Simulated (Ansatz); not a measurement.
## Straining Al₃Cu₂

Theory: Ansatz 0.2.0, DFT PBEsol, scalar-relativistic, plane waves, PAW. Run with 420 eV cutoff, 12×12×8 k-mesh, Gaussian smearing of 0.10 eV, no spin polarisation.

The relaxed crystal:

```xyz
5
Lattice="4.0986 0.0000 0.0000 -2.0493 3.5495 0.0000 0.0000 0.0000 4.9821" Properties=species:S:1:pos:R:3 pbc="T T T"
Al    0.0000    0.0000    0.0000
Al    0.0000    2.3663    1.7512
Al    2.0493    1.1832    3.2309
Cu    0.0000    2.3663    4.1964
Cu    2.0493    1.1832    0.7857
```

Deformation: all cell vectors scaled alike, the atoms relaxed, all within the symmetry that the strain leaves. Energies are extrapolated to zero smearing. Stress is positive in compression, on the Cartesian axes of the cell above.

| strain (%) | ΔE (meV/atom) | a (Å) | b (Å) | c (Å) | σxx (GPa) | σyy (GPa) | σzz (GPa) |
| --- | --- | --- | --- | --- | --- | --- | --- |
| -3.0 | 46.1 | 3.976 | 3.976 | 4.833 | 12.65 | 12.65 | 13.05 |
| -2.0 | 19.7 | 4.017 | 4.017 | 4.882 | 7.80 | 7.80 | 8.06 |
| -1.0 | 4.7 | 4.058 | 4.058 | 4.932 | 3.59 | 3.59 | 3.75 |
| +0.0 | 0.0 | 4.099 | 4.099 | 4.982 | -0.02 | -0.02 | -0.04 |
| +1.0 | 4.6 | 4.140 | 4.140 | 5.032 | -3.11 | -3.11 | -3.27 |
| +2.0 | 17.3 | 4.181 | 4.181 | 5.082 | -5.74 | -5.74 | -5.94 |
| +3.0 | 37.3 | 4.222 | 4.222 | 5.132 | -8.01 | -8.01 | -8.15 |